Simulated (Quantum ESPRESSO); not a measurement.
# Au (Fm-3m) in Quantum ESPRESSO: a series of runs

The runs below take Au through single point, equation of state, with PBE+D3(BJ).

Program: Quantum ESPRESSO 7.5. These are calculated values, not measurements. Logs are shortened: lines on timing, memory, paths and dates and some standing lists are left out, and cuts for length are marked.

**Measured values to compare with.**

From “Exploring toroidal anvil profiles for larger sample volumes above 4 Mbar”, 2024, pmc:11102561, for a bulk crystal of Au: bulk modulus 167 GPa.

The runs below are set against these values where they give the same quantity.

### Step 1. Starting point

Symmetry: Fm-3m, No. 225, cubic system. Conventional cell: a = 4.070 Å, b = 4.070 Å, c = 4.070 Å, α = 90.00°, β = 90.00°, γ = 90.00°. Au (site symmetry m-3m) is surrounded by 12 Au at 2.88 Å.

### Step 2. Single point, PBE+D3(BJ), 15.84 Å³/atom

The input, pw.in:

```
&CONTROL
  calculation = 'scf'
  prefix = 'pwscf'
  outdir = './tmp'
  pseudo_dir = './pseudo'
  tprnfor = .true.
  tstress = .true.
  disk_io = 'nowf'
/
&SYSTEM
  ibrav = 0
  nat = 1
  ntyp = 1
  ecutwfc = 76
  nbnd = 16
  occupations = 'smearing'
  smearing = 'fd'
  degauss = 0.00367493
  vdw_corr = 'grimme-d3'
  dftd3_version = 4
/
&ELECTRONS
  conv_thr = 2d-10
  electron_maxstep = 120
  mixing_beta = 0.5
/
ATOMIC_SPECIES
Au   196.9666 Au.upf
CELL_PARAMETERS angstrom
   0.0000000000    1.9934577312    1.9934577312
   1.9934577312    0.0000000000    1.9934577312
   1.9934577312    1.9934577312    0.0000000000
ATOMIC_POSITIONS crystal
Au     0.0000000000    0.0000000000    0.0000000000
K_POINTS automatic
11 11 11 0 0 0
```

Potentials or basis: PseudoDojo 0.4.1 SR PBE standard.

Started as:

```sh
OMP_NUM_THREADS=1 pw.x -in pw.in > pw.out
```

pw.out:

```text
This program is part of the open-source Quantum ESPRESSO suite
     for quantum simulation of materials; please cite
         "P. Giannozzi et al., J. Phys.:Condens. Matter 21 395502 (2009);
         "P. Giannozzi et al., J. Phys.:Condens. Matter 29 465901 (2017);
         "P. Giannozzi et al., J. Chem. Phys. 152 154105 (2020);
     in publications or presentations arising from this work. More details at

     Message from routine setup:
     using ibrav=0 with symmetry is DISCOURAGED, use correct ibrav instead

     G-vector sticks info
     --------------------
     sticks:   dense  smooth     PW     G-vecs:    dense   smooth      PW
     Sum         595     595    187                 9577     9577    1687

     Using Slab Decomposition

     bravais-lattice index     =            0
     lattice parameter (alat)  =       5.3275  a.u.
     unit-cell volume          =     106.9172 (a.u.)^3
     number of atoms/cell      =            1
     number of atomic types    =            1
     number of electrons       =        19.00
     number of Kohn-Sham states=           16
     kinetic-energy cutoff     =      76.0000  Ry
     charge density cutoff     =     304.0000  Ry
     scf convergence threshold =      2.0E-10
     mixing beta               =       0.5000
     number of iterations used =            8  plain     mixing
     Exchange-correlation= PBE
                           (   1   4   3   4   0   0   0)

     celldm(1)=   5.327469  celldm(2)=   0.000000  celldm(3)=   0.000000
     celldm(4)=   0.000000  celldm(5)=   0.000000  celldm(6)=   0.000000

     crystal axes: (cart. coord. in units of alat)
               a(1) = (   0.000000   0.707107   0.707107 )
               a(2) = (   0.707107   0.000000   0.707107 )
               a(3) = (   0.707107   0.707107   0.000000 )

     reciprocal axes: (cart. coord. in units 2 pi/alat)
               b(1) = ( -0.707107  0.707107  0.707107 )
               b(2) = (  0.707107 -0.707107  0.707107 )
               b(3) = (  0.707107  0.707107 -0.707107 )

     PseudoPot. # 1 for Au read from file:
     Au.upf
     Pseudo is Norm-conserving + core correction, Zval = 19.0
     Generated using ONCVPSP code by D. R. Hamann
     Using radial grid of 1356 points,  7 beta functions with:
                l(1) =   0
                l(2) =   0
                l(3) =   1
                l(4) =   1
                l(5) =   2
                l(6) =   2
                l(7) =   3

     atomic species   valence    mass     pseudopotential
     Au               19.00   196.96660     Au( 1.00)

     48 Sym. Ops., with inversion, found

   Cartesian axes

     site n.     atom                  positions (alat units)
         1        Au     tau(   1) = (   0.0000000   0.0000000   0.0000000  )

     --------------------------------------------
     DFT-D3 Dispersion Correction (3-body terms):
     --------------------------------------------
       Reference C6 values for interpolation:

         atom   Coordination number   C6
         Au         0.000           684.71
         Au         0.985           634.31

       Values used:

         atom   Coordination number  R0_AB[au]  C6      C8
         Au         9.204            3.077    634.31  61970.00

         Molecular C6 ( Ry / a.u.^6 ) =       634.31

     number of k points=    56  Fermi-Dirac smearing, width (Ry)=  0.0037
                       cart. coord. in units 2pi/alat
        k(    1) = (   0.0000000   0.0000000   0.0000000), wk =   0.0015026
        k(    2) = (   0.0642824   0.0642824  -0.0642824), wk =   0.0120210
        k(    3) = (   0.1285649   0.1285649  -0.1285649), wk =   0.0120210
        k(    4) = (   0.1928473   0.1928473  -0.1928473), wk =   0.0120210
        k(    5) = (   0.2571297   0.2571297  -0.2571297), wk =   0.0120210
        k(    6) = (   0.3214122   0.3214122  -0.3214122), wk =   0.0120210
[... 48 lines left out ...]
        k(   55) = (  -0.0642824  -0.4499770   0.7071068), wk =   0.0360631
        k(   56) = (   0.0000000  -0.3856946   0.6428243), wk =   0.0360631

     Dense  grid:     9577 G-vectors     FFT dimensions: (  30,  30,  30)

     Initial potential from superposition of free atoms

     starting charge      18.9999, renormalised to      19.0000
     Starting wfcs are   10 randomized atomic wfcs +    6 random wfcs

     Self-consistent Calculation

     iteration #  1     ecut=    76.00 Ry     beta= 0.50
     Davidson diagonalization with overlap
     ethr =  1.00E-02,  avg # of iterations =  5.0

     Threshold (ethr) on eigenvalues was too large:
     Diagonalizing with lowered threshold

     Davidson diagonalization with overlap
     ethr =  3.07E-04,  avg # of iterations =  1.6

     total energy              =    -296.42183281 Ry
     estimated scf accuracy    <       0.05759905 Ry

     iteration #  2     ecut=    76.00 Ry     beta= 0.50
     Davidson diagonalization with overlap
     ethr =  3.03E-04,  avg # of iterations =  2.0
[... 36 lines left out ...]
     total energy              =    -296.43512861 Ry
     estimated scf accuracy    <          1.9E-09 Ry

     iteration #  8     ecut=    76.00 Ry     beta= 0.50
     Davidson diagonalization with overlap
     ethr =  9.88E-12,  avg # of iterations =  2.0

     End of self-consistent calculation

          k = 0.0000 0.0000 0.0000 (  1243 PWs)   bands (ev):

   -83.0794 -34.3112 -34.3112 -34.3112  12.1312  17.6959  17.6959  17.6959
    19.4210  19.4210  37.1540  41.5589  41.5589  41.5589  46.7448  51.9798

          k = 0.0643 0.0643-0.0643 (  1218 PWs)   bands (ev):

   -83.0780 -34.3347 -34.3147 -34.3147  12.4377  17.5914  17.8025  17.8025
    19.3733  19.3733  37.5352  39.9595  41.9594  41.9594  47.8095  49.8786

          k = 0.1286 0.1286-0.1286 (  1209 PWs)   bands (ev):
[... 96 lines left out ...]
   -83.0608 -34.5604 -34.4174 -34.3621  15.6547  17.2357  18.2967  18.3265
    20.1697  23.3476  28.3304  35.4432  38.7768  40.5134  46.7903  48.8116

          k =-0.0643-0.3214 0.3214 (  1190 PWs)   bands (ev):

   -83.0637 -34.5204 -34.4078 -34.3477  15.6157  17.2571  17.6549  18.4522
    19.4046  21.8972  31.6871  35.6326  39.3992  43.0127  44.2403  48.9043

          k = 0.0000-0.2571 0.2571 (  1199 PWs)   bands (ev):

   -83.0678 -34.4715 -34.3814 -34.3340  14.8649  16.9960  17.9035  18.6773
    18.7182  20.7695  34.6314  36.7691  40.7575  42.1664  45.4708  48.3812

          k = 0.3857 0.0000-0.0000 (  1198 PWs)   bands (ev):

   -83.0662 -34.4719 -34.3752 -34.3752  14.9690  16.2559  18.5535  19.3183
    19.3183  20.1418  37.4819  37.4819  38.6387  40.2288  40.9200  49.4196

          k = 0.4500 0.0643-0.0643 (  1201 PWs)   bands (ev):
[... 36 lines left out ...]
   -83.0568 -34.5609 -34.4542 -34.4087  15.4654  15.9606  19.2142  19.9979
    20.9135  25.3949  28.5694  31.8700  34.7754  41.3723  45.4065  49.6082

          k =-0.0000-0.5143 0.5143 (  1192 PWs)   bands (ev):

   -83.0570 -34.5331 -34.4915 -34.3969  15.7831  16.5419  18.4014  19.5971
    20.5473  26.4919  28.1932  30.5731  36.3388  40.7678  48.1875  49.0761

          k = 0.6428-0.0000 0.0000 (  1190 PWs)   bands (ev):

   -83.0568 -34.5827 -34.4207 -34.4207  15.0491  15.4086  20.7106  21.0474
    21.0474  22.9501  30.0141  33.2409  33.2409  40.6881  43.4132  50.5413

          k =-0.0000-0.6428 0.6428 (  1182 PWs)   bands (ev):

   -83.0563 -34.5815 -34.4330 -34.4198  15.1433  15.4962  20.4552  20.5649
    21.0865  24.5081  28.9091  32.3728  33.4383  41.3933  43.7455  50.1435

          k = 0.2571 0.1286 0.0000 (  1204 PWs)   bands (ev):

   -83.0713 -34.4232 -34.3542 -34.3334  13.9968  16.9751  18.1084  18.4587
    18.9194  19.9543  36.9618  38.3169  40.8794  41.7675  45.4872  47.5126

          k = 0.3214 0.1928-0.0643 (  1192 PWs)   bands (ev):

   -83.0670 -34.4840 -34.3765 -34.3445  14.9743  16.9460  17.7859  18.5540
    19.3754  20.7059  33.9306  37.5293  39.8029  42.1948  45.6124  47.2221

          k = 0.3857 0.2571-0.1286 (  1194 PWs)   bands (ev):
[... 26 lines left out ...]
   -83.0587 -34.5552 -34.4464 -34.3828  16.0433  16.8544  17.9623  18.7941
    20.5593  25.5301  26.8014  34.2684  36.6905  40.9527  47.2021  50.1452

          k =-0.0643-0.3214 0.4500 (  1196 PWs)   bands (ev):

   -83.0602 -34.5380 -34.4434 -34.3711  16.1979  17.0080  17.4011  18.8994
    20.0513  23.4567  29.8906  33.7865  37.7996  41.8344  45.6095  49.6934

          k = 0.0000-0.2571 0.3857 (  1203 PWs)   bands (ev):

   -83.0633 -34.5125 -34.4170 -34.3562  15.9334  16.7913  17.3840  19.0409
    19.3528  21.9467  32.6520  34.7027  38.8393  43.4656  43.7060  49.5802

          k = 0.5143 0.1286 0.0000 (  1191 PWs)   bands (ev):

   -83.0600 -34.5409 -34.4163 -34.3994  15.5599  15.9174  18.6636  20.2268
    20.3030  22.0726  32.5576  34.2413  35.3113  42.0114  42.9365  49.6940

          k =-0.1286-0.5143 0.6428 (  1194 PWs)   bands (ev):

   -83.0579 -34.5510 -34.4449 -34.4064  15.7286  16.1491  18.4061  19.8560
    20.8113  24.2991  29.7474  33.0571  34.4854  42.2751  45.1812  49.0296

          k =-0.0643-0.4500 0.5785 (  1186 PWs)   bands (ev):

   -83.0571 -34.5365 -34.4801 -34.4019  15.9692  16.5970  18.0246  19.4285
    20.7416  26.6789  27.5829  31.6335  35.2054  41.9754  47.5003  48.7700

          k = 0.0000-0.3857 0.5143 (  1189 PWs)   bands (ev):

   -83.0580 -34.5187 -34.4932 -34.3881  16.3474  16.9320  17.4272  19.1880
    20.3302  25.0707  30.3716  30.4093  36.6197  41.8369  46.5356  50.2727

          k =-0.0643-0.5785 0.7071 (  1193 PWs)   bands (ev):

   -83.0567 -34.5712 -34.4339 -34.4206  15.3286  15.6442  19.6898  20.4257
    21.0468  24.4331  29.5389  32.7048  33.1711  42.2633  43.6427  49.7733

          k =-0.0000-0.5143 0.6428 (  1189 PWs)   bands (ev):
[... 11 lines left out ...]
   -83.0575 -34.5321 -34.4760 -34.4025  16.4310  16.7012  17.3691  19.2794
    20.7098  25.7811  28.6014  32.1570  34.6322  43.2736  46.0260  50.4478

          k =-0.0643-0.4500 0.7071 (  1194 PWs)   bands (ev):

   -83.0566 -34.5402 -34.4690 -34.4198  15.9927  16.3426  18.0594  19.6226
    21.0444  26.3432  29.1514  31.1760  33.1372  44.5894  45.3520  48.1260

          k = 0.0000-0.3857 0.6428 (  1193 PWs)   bands (ev):

   -83.0565 -34.5148 -34.4991 -34.4182  16.2266  16.8304  17.4745  19.2745
    21.0405  27.3448  28.9802  30.0579  33.3459  44.5212  46.4506  48.6532

     the Fermi energy is    22.7760 ev

!    total energy              =    -296.43512861 Ry
     estimated scf accuracy    <          1.8E-11 Ry
     smearing contrib. (-TS)   =      -0.00016863 Ry
     internal energy E=F+TS    =    -296.43495998 Ry

     The total energy is F=E-TS. E is the sum of the following terms:
     one-electron contribution =     -73.84100918 Ry
     hartree contribution      =      49.34505572 Ry
     xc contribution           =     -52.20985654 Ry
     ewald contribution        =    -219.68357285 Ry
     DFT-D3 Dispersion         =      -0.04557712 Ry

     convergence has been achieved in   8 iterations

     Forces acting on atoms (cartesian axes, Ry/au):

     atom    1 type  1   force =     0.00000000    0.00000000    0.00000000

     Total force =     0.000000     Total SCF correction =     0.000000

     Computing stress (Cartesian axis) and pressure

          total   stress  (Ry/bohr**3)                   (kbar)     P=      193.52
   0.00131550  -0.00000000  -0.00000000          193.52       -0.00       -0.00
   0.00000000   0.00131550  -0.00000000            0.00      193.52       -0.00
  -0.00000000  -0.00000000   0.00131550           -0.00       -0.00      193.52

=------------------------------------------------------------------------------=
   JOB DONE.
=------------------------------------------------------------------------------=
```

It took 15 s on 1 thread of Arm Neoverse V1, shared host; peak memory 0.06 GiB.

Results:

| Item | Value |
| --- | --- |
| Free energy | -4033.2054 eV |
| Pressure | 19.4 GPa |
| Band gap on the k mesh | none (metal or under the smearing width) |

Caveat: pairwise dispersion overbinds metals, which lowers pressure and volume.

### Step 3. Single point, PBE+D3(BJ), 16.18 Å³/atom

pw.in: that of step 2 with these lines changed.

```diff
@@ -29,5 +29,5 @@
 CELL_PARAMETERS angstrom
-   0.0000000000    1.9934577312    1.9934577312
-   1.9934577312    0.0000000000    1.9934577312
-   1.9934577312    1.9934577312    0.0000000000
+   0.0000000000    2.0074966285    2.0074966285
+   2.0074966285    0.0000000000    2.0074966285
+   2.0074966285    2.0074966285    0.0000000000
 ATOMIC_POSITIONS crystal
```

Potentials or basis: PseudoDojo 0.4.1 SR PBE standard.

Started as:

```sh
OMP_NUM_THREADS=1 pw.x -in pw.in > pw.out
```

Wall time 15 s (1 thread of Arm Neoverse V1, shared host); peak memory 0.06 GiB.

It converged, with:

```
Free energy            : -4033.2405 eV
Pressure               : 14.1 GPa
Band gap on the k mesh : none (metal or under the smearing width)
```

Caveat: pairwise dispersion overbinds metals, which lowers pressure and volume.

### Step 4. Single point, PBE+D3(BJ), 16.52 Å³/atom

pw.in: that of step 3 with these lines changed.

```diff
@@ -29,5 +29,5 @@
 CELL_PARAMETERS angstrom
-   0.0000000000    2.0074966285    2.0074966285
-   2.0074966285    0.0000000000    2.0074966285
-   2.0074966285    2.0074966285    0.0000000000
+   0.0000000000    2.0213418704    2.0213418704
+   2.0213418704    0.0000000000    2.0213418704
+   2.0213418704    2.0213418704    0.0000000000
 ATOMIC_POSITIONS crystal
```

Started as:

```sh
OMP_NUM_THREADS=1 pw.x -in pw.in > pw.out
```

Run time: 15 s. Hardware: 1 thread of Arm Neoverse V1, shared host; peak memory 0.06 GiB.

The run converged. Its results:

```
Free energy            : -4033.2652 eV
Pressure               : 9.4 GPa
Band gap on the k mesh : none (metal or under the smearing width)
```

Caveat: pairwise dispersion overbinds metals, which lowers pressure and volume.

### Step 5. Single point, PBE+D3(BJ), 16.85 Å³/atom

pw.in: that of step 4 with these lines changed.

```diff
@@ -29,5 +29,5 @@
 CELL_PARAMETERS angstrom
-   0.0000000000    2.0213418704    2.0213418704
-   2.0213418704    0.0000000000    2.0213418704
-   2.0213418704    2.0213418704    0.0000000000
+   0.0000000000    2.0350000000    2.0350000000
+   2.0350000000    0.0000000000    2.0350000000
+   2.0350000000    2.0350000000    0.0000000000
 ATOMIC_POSITIONS crystal
```

Started as:

```sh
OMP_NUM_THREADS=1 pw.x -in pw.in > pw.out
```

Wall time 13 s (1 thread of Arm Neoverse V1, shared host); peak memory 0.06 GiB.

It converged, with:

- Free energy: -4033.2806 eV
- Pressure: 5.3 GPa
- Band gap on the k mesh: none (metal or under the smearing width)

Caveat: pairwise dispersion overbinds metals, which lowers pressure and volume.

### Step 6. Single point, PBE+D3(BJ), 17.19 Å³/atom

pw.in: that of step 5 with these lines changed.

```diff
@@ -29,5 +29,5 @@
 CELL_PARAMETERS angstrom
-   0.0000000000    2.0350000000    2.0350000000
-   2.0350000000    0.0000000000    2.0350000000
-   2.0350000000    2.0350000000    0.0000000000
+   0.0000000000    2.0484772140    2.0484772140
+   2.0484772140    0.0000000000    2.0484772140
+   2.0484772140    2.0484772140    0.0000000000
 ATOMIC_POSITIONS crystal
```

Potentials or basis: PseudoDojo 0.4.1 SR PBE standard.

Started as:

```sh
OMP_NUM_THREADS=1 pw.x -in pw.in > pw.out
```

Run time: 13 s. Hardware: 1 thread of Arm Neoverse V1, shared host; peak memory 0.06 GiB.

Results (log left out):

* Free energy: -4033.2880 eV
* Pressure: 1.7 GPa
* Band gap on the k mesh: none (metal or under the smearing width)

Caveat: pairwise dispersion overbinds metals, which lowers pressure and volume.

### Step 7. Single point, PBE+D3(BJ), 17.53 Å³/atom

pw.in: that of step 6 with these lines changed.

```diff
@@ -29,5 +29,5 @@
 CELL_PARAMETERS angstrom
-   0.0000000000    2.0484772140    2.0484772140
-   2.0484772140    0.0000000000    2.0484772140
-   2.0484772140    2.0484772140    0.0000000000
+   0.0000000000    2.0617793868    2.0617793868
+   2.0617793868    0.0000000000    2.0617793868
+   2.0617793868    2.0617793868    0.0000000000
 ATOMIC_POSITIONS crystal
```

Started as:

```sh
OMP_NUM_THREADS=1 pw.x -in pw.in > pw.out
```

It took 13 s on 1 thread of Arm Neoverse V1, shared host; peak memory 0.06 GiB.

Results (log left out):

| Item | Value |
| --- | --- |
| Free energy | -4033.2884 eV |
| Pressure | -1.4 GPa |
| Band gap on the k mesh | none (metal or under the smearing width) |

Caveat: pairwise dispersion overbinds metals, which lowers pressure and volume.

### Step 8. Single point, PBE+D3(BJ), 17.87 Å³/atom

pw.in: that of step 7 with these lines changed.

```diff
@@ -29,5 +29,5 @@
 CELL_PARAMETERS angstrom
-   0.0000000000    2.0617793868    2.0617793868
-   2.0617793868    0.0000000000    2.0617793868
-   2.0617793868    2.0617793868    0.0000000000
+   0.0000000000    2.0749120936    2.0749120936
+   2.0749120936    0.0000000000    2.0749120936
+   2.0749120936    2.0749120936    0.0000000000
 ATOMIC_POSITIONS crystal
```

Started as:

```sh
OMP_NUM_THREADS=1 pw.x -in pw.in > pw.out
```

Wall time 13 s (1 thread of Arm Neoverse V1, shared host); peak memory 0.07 GiB.

The run converged. Its results:

```
Free energy            : -4033.2825 eV
Pressure               : -4.2 GPa
Band gap on the k mesh : none (metal or under the smearing width)
```

Caveat: pairwise dispersion overbinds metals, which lowers pressure and volume.

### Step 9. Equation of state, PBE+D3(BJ)

Potentials or basis: PseudoDojo 0.4.1 SR PBE standard.

This step only gathers the single runs of the series.

Results:

```yaml
Equilibrium_volume: 17.38 Å³/atom
Bulk_modulus: 161 GPa
Pressure_derivative_of_the_bulk_modulus: 5.7
```

Energy against volume, from the lowest point:
| volume (Å³/atom) | energy (meV/atom) |
| --- | --- |
| 15.843 | 82.96 |
| 16.181 | 47.88 |
| 16.518 | 23.19 |
| 16.855 | 7.73 |
| 17.192 | 0.34 |
| 17.529 | 0.00 |
| 17.866 | 5.89 |

Spin-orbit coupling is left out, which matters for the levels of Au.

### Step 10. Comparison with measurements

Step 9. Measured bulk modulus of Au: 167 GPa (quoted in “Exploring toroidal anvil profiles for larger sample volumes above 4 Mbar”, 2024, pmc:11102561). This calculation gives 161 GPa (-3.3 %). The fit is for a static lattice scaled at fixed shape and fixed fractional positions.
